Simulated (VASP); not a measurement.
Wanted: the native input for a VASP 6.6.1 run.

```
Task                   : band structure
Functional             : LDA
Potentials or basis    : VASP PAW LDA potentials, release 64 (Te, Pb_d)
Cutoff                 : 520 eV
k mesh                 : 8 × 8 × 8
Occupations            : gaussian, width 0.03 eV
Spin                   : no spin polarisation
Further INCAR settings : ALGO = Fast; EDIFF = 1e-07; NBANDS = 17
```

The structure of TePb lies in POSCAR:

```
TePb                                    
1.0
    0.0000000000      3.2218515830      3.2218515830
    3.2218515830      0.0000000000      3.2218515830
    3.2218515830      3.2218515830      0.0000000000
  Te              Pb            
     1     1
Direct
     0.5000000000000000    0.5000000000000000    0.5000000000000000
     0.0000000000000000    0.0000000000000000    0.0000000000000000
```

One way to write it, as run:

INCAR

```
ALGO = Fast
EDIFF = 1E-7
ENCUT = 520
ISIF = 2
ISMEAR = 0
LASPH = T
LCHARG = F
LREAL = F
LWAVE = F
NBANDS = 17
NELM = 80
PREC = Accurate
SIGMA = 0.03
```

KPOINTS

```
k-points
0
Gamma
  8 8 8
```

KPOINTS_OPT

```
explicit points
202
Reciprocal
 0.0000000000  0.0000000000  0.0000000000 1
 0.0555555556  0.0000000000  0.0555555556 1
 0.1111111111  0.0000000000  0.1111111111 1
 0.1666666667  0.0000000000  0.1666666667 1
 0.2222222222  0.0000000000  0.2222222222 1
 0.2777777778  0.0000000000  0.2777777778 1
[... 194 lines left out ...]
 0.4872734700  0.0127265300  0.5000000000 1
 0.5127265300 -0.0127265300  0.5000000000 1
```

Potentials or basis: VASP PAW LDA potentials, release 64 (Te, Pb_d).

Launch:

```console
$ cat potpaw_LDA.64/Te/POTCAR potpaw_LDA.64/Pb_d/POTCAR > POTCAR
$ mpirun -np 1 vasp_std > vasp.out
```

It gave:

| Quantity | Value |
| --- | --- |
| Pressure | -1.3 GPa |
| Band gap on the k mesh | 0.62 eV, direct |
| Band gap along the path | 0.62 eV, direct |

Caveat: spin-orbit coupling is left out, which as a rule narrows the gap of such compounds by several tenths of an eV.

Wall time 60 s on 1 thread of Intel(R) Xeon(R) 6975P-C (Granite Rapids), on a shared host, peak memory 0.21 GiB.
